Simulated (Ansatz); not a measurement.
# SrCl2: the cost of one run

Program: Ansatz 0.2.0. Level of theory: DFT PBE, scalar-relativistic, plane waves, PAW. These are calculated values, not measurements.

## 1. The system as given

Symmetry: Fm-3m, No. 225, cubic system. Conventional cell: a = 6.971 Å, b = 6.971 Å, c = 6.971 Å, α = 90.00°, β = 90.00°, γ = 90.00°. Sr (site symmetry m-3m) has 8 Cl at 3.02 Å in its first shell of neighbours. Around Cl (site symmetry -43m) lie 4 Sr at 3.02 Å.

Structure file:

```
Sr Cl
1.0
     0.00000    3.48550    3.48550
     3.48550    0.00000    3.48550
     3.48550    3.48550    0.00000
Sr Cl
1 2
Direct
  0.00000 0.00000 0.00000
  0.25000 0.25000 0.25000
  0.75000 0.75000 0.75000
```

The cell is taken as given, not relaxed at this level.

## 2. Zero of energy

Reference values: F = -5710.7235 eV; pressure 1.08 GPa; largest force 0.000 eV/Å; gap on the mesh 5.35 eV. It was computed beforehand with the settings of the runs below.

## 3. The scan: one atom moved over a plane

Atom 1 (Sr) is moved by p along (1.000, 0.000, 0.000) and q along (0.000, 0.000, 1.000) (Å), all else fixed; its images in the other cells move with it. Points alike by symmetry are run once.

## 4. Point p = -0.600, q = -0.600

input.yaml

```yaml
crystal:
  lattice:
    - [0.0, 3.4855, 3.4855]
    - [3.4855, 0.0, 3.4855]
    - [3.4855, 3.4855, 0.0]
  atoms:
    - { symbol: Sr, position: [0.0, -0.17214173, 0.0] }
    - { symbol: Cl, position: [0.25, 0.25, 0.25] }
    - { symbol: Cl, position: [0.75, 0.75, 0.75] }
basis:
  ecutwfc: 420
kpoints:
  mp_grid: { grid: [6, 6, 6] }
hamiltonian:
  xc: pbe
scf:
  occupations: { method: gaussian, width: 0.05 }
output:
  forces: true
  stress: true
  eigenvalues: true
```

Run with:

```bash
$ ansatz run input.yaml --threads 1 --pin off --max-ram 2560MiB --backend cpu --events-out ev --progress --plain --runs-dir out
```

What time and memory should one allow on 1 thread of Arm Neoverse V2, shared host?

About 6.7 s, with a peak of 0.35 GiB.
